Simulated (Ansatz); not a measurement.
# An O vacancy in rutile TiO2, 71 atoms, charge +1

Aim: let the atoms about the defect relax, then find its formation energy, its levels in the gap and its spin by PBEsol.

Program: Ansatz 0.2.0, PAW, plane waves. These are calculated values, not measurements.

## 1. Starting point

71 atoms (24 Ti, 47 O); a = 9.183 Å, b = 9.183 Å, c = 8.817 Å, α = 90.00°, β = 90.00°, γ = 90.00°. All atoms were shaken off their sites by about 0.02 Å along each axis. Defect site 1: (0.598, 0.402, 0.500). Starting moments add up to 3 μB.

Plan of the steps: (2) PBEsol relaxation at the single k point (¼, ¼, ¼), on 1 × NVIDIA GB200 with 8 threads of Arm Neoverse-V2.

## 2. Relaxing the atoms with PBEsol

in.yaml reads:

```yaml
crystal:
  lattice:
    - [9.182828, 0.000000, 0.000000]
    - [0.000000, 9.182828, 0.000000]
    - [0.000000, 0.000000, 8.816612]
  atoms:
    - { symbol: Ti, position: [0.999401, 0.000531, 0.997807] }
    - { symbol: Ti, position: [0.000746, 0.001884, 0.333152] }
    - { symbol: Ti, position: [0.001905, 0.003762, 0.667848] }
    - { symbol: Ti, position: [0.000150, 0.500890, 0.996655] }
    - { symbol: Ti, position: [0.998658, 0.499947, 0.334584] }
    - { symbol: Ti, position: [0.998408, 0.495949, 0.664780] }
    - { symbol: Ti, position: [0.500055, 0.003851, 0.002909] }
    - { symbol: Ti, position: [0.498489, 0.000390, 0.333017] }
    - { symbol: Ti, position: [0.499446, 0.004433, 0.664643] }
    - { symbol: Ti, position: [0.501959, 0.502875, 0.000611] }
    - { symbol: Ti, position: [0.500234, 0.497685, 0.330581], spin: 1 }
    - { symbol: Ti, position: [0.498962, 0.498851, 0.670488], spin: 1 }
    - { symbol: Ti, position: [0.247733, 0.250312, 0.167324] }
    - { symbol: Ti, position: [0.253829, 0.247804, 0.502248] }
    - { symbol: Ti, position: [0.249354, 0.252161, 0.833359] }
    - { symbol: Ti, position: [0.243841, 0.750949, 0.165518] }
    - { symbol: Ti, position: [0.252687, 0.750023, 0.495259] }
    - { symbol: Ti, position: [0.251059, 0.748743, 0.834649] }
    - { symbol: Ti, position: [0.746867, 0.248603, 0.171015] }
    - { symbol: Ti, position: [0.750267, 0.251587, 0.503949], spin: 1 }
    - { symbol: Ti, position: [0.751690, 0.250057, 0.831349] }
    - { symbol: Ti, position: [0.751085, 0.751156, 0.164394] }
    - { symbol: Ti, position: [0.752150, 0.748936, 0.501415] }
    - { symbol: Ti, position: [0.747224, 0.749880, 0.831877] }
    - { symbol: O, position: [0.149751, 0.148817, 0.001395] }
    - { symbol: O, position: [0.153544, 0.154821, 0.338240] }
    - { symbol: O, position: [0.156944, 0.150588, 0.663617] }
    - { symbol: O, position: [0.154758, 0.655639, 0.004828] }
    - { symbol: O, position: [0.155736, 0.650865, 0.335102] }
    - { symbol: O, position: [0.151628, 0.652182, 0.667425] }
    - { symbol: O, position: [0.654018, 0.147816, 0.999983] }
    - { symbol: O, position: [0.655301, 0.145814, 0.332583] }
    - { symbol: O, position: [0.652224, 0.149794, 0.666743] }
    - { symbol: O, position: [0.651041, 0.651809, 0.000424] }
    - { symbol: O, position: [0.650559, 0.651767, 0.334949] }
    - { symbol: O, position: [0.652924, 0.650972, 0.665282] }
    - { symbol: O, position: [0.350963, 0.347647, 0.002656] }
    - { symbol: O, position: [0.347600, 0.346049, 0.333787] }
    - { symbol: O, position: [0.348944, 0.349878, 0.667607] }
    - { symbol: O, position: [0.345169, 0.847452, 0.998894] }
    - { symbol: O, position: [0.346347, 0.849805, 0.330477] }
    - { symbol: O, position: [0.348858, 0.844575, 0.665398] }
    - { symbol: O, position: [0.848669, 0.348773, 0.002457] }
    - { symbol: O, position: [0.846968, 0.346912, 0.333089] }
    - { symbol: O, position: [0.846098, 0.346343, 0.663020] }
    - { symbol: O, position: [0.849254, 0.845629, 0.999389] }
    - { symbol: O, position: [0.850152, 0.851078, 0.336451] }
    - { symbol: O, position: [0.846168, 0.845877, 0.664218] }
    - { symbol: O, position: [0.097209, 0.401589, 0.161993] }
    - { symbol: O, position: [0.100075, 0.395563, 0.501436] }
    - { symbol: O, position: [0.097894, 0.398995, 0.832241] }
    - { symbol: O, position: [0.101071, 0.900934, 0.164856] }
    - { symbol: O, position: [0.099160, 0.900707, 0.500345] }
    - { symbol: O, position: [0.096985, 0.904950, 0.828905] }
    - { symbol: O, position: [0.595754, 0.398866, 0.167231] }
    - { symbol: O, position: [0.598167, 0.405184, 0.832253] }
    - { symbol: O, position: [0.596866, 0.903560, 0.165383] }
    - { symbol: O, position: [0.595347, 0.900956, 0.501580] }
    - { symbol: O, position: [0.597813, 0.905744, 0.834580] }
    - { symbol: O, position: [0.402750, 0.093617, 0.169946] }
    - { symbol: O, position: [0.401609, 0.099740, 0.495043] }
    - { symbol: O, position: [0.405083, 0.098524, 0.835895] }
    - { symbol: O, position: [0.402102, 0.595711, 0.167256] }
    - { symbol: O, position: [0.401071, 0.597530, 0.498853] }
    - { symbol: O, position: [0.404090, 0.598097, 0.830840] }
    - { symbol: O, position: [0.901556, 0.103416, 0.167123] }
    - { symbol: O, position: [0.899769, 0.096137, 0.499972] }
    - { symbol: O, position: [0.901261, 0.099365, 0.833205] }
    - { symbol: O, position: [0.905661, 0.594752, 0.166644] }
    - { symbol: O, position: [0.900173, 0.597161, 0.496902] }
    - { symbol: O, position: [0.902191, 0.598590, 0.830673] }
  symmetry: { detect: false }
kpoints:
  mp_grid: { grid: [1, 1, 1], shift: [0.25, 0.25, 0.25] }
hamiltonian:
  xc: pbesol
total_charge: 1
magnetization:
  spin_polarized: true
scf:
  occupations: { method: fermi_dirac, width: 0.01 }
relax:
  f_tol: 0.03
  max_steps: 80
  escape_saddle: false
  adjacent_minimum: "off"
output:
  forces: true
  eigenvalues: true
  populations: true
  charged_corrections: { epsilon: 100 }
```

Started as:

```bash
ansatz run in.yaml --threads 8 --pin off --max-ram 118750MiB --runs-dir r --events-out ev --progress --plain --backend cuda --devices 0, --max-vram 170GiB
```

What does the calculation give? Wanted: for each run, formation energy; host gap; top filled to lowest empty; moment.

As calculated:

```
             level        time  formation energy (eV)  host gap (eV)  top filled to lowest empty (eV)  moment (μB)
PBEsol, relaxation  12 s (GPU)                   2.67           1.83                             0.07         0.99
```

```
            quantity                             value
          relaxation  8 recorded steps, 2.04 eV gained
       largest shift                     0.30 Å (Ti20)
largest local moment                    +0.24 μB on Ti
```

**What this shows.** Relaxation gains 2.04 eV, with shifts up to 0.30 Å (Ti20). The host's edges were read at Γ, so band-like levels at this k point need not coincide with them. Finite-cell errors of some tenths of an eV remain in such numbers. The dielectric constant of 100 in the correction is an assumed value.
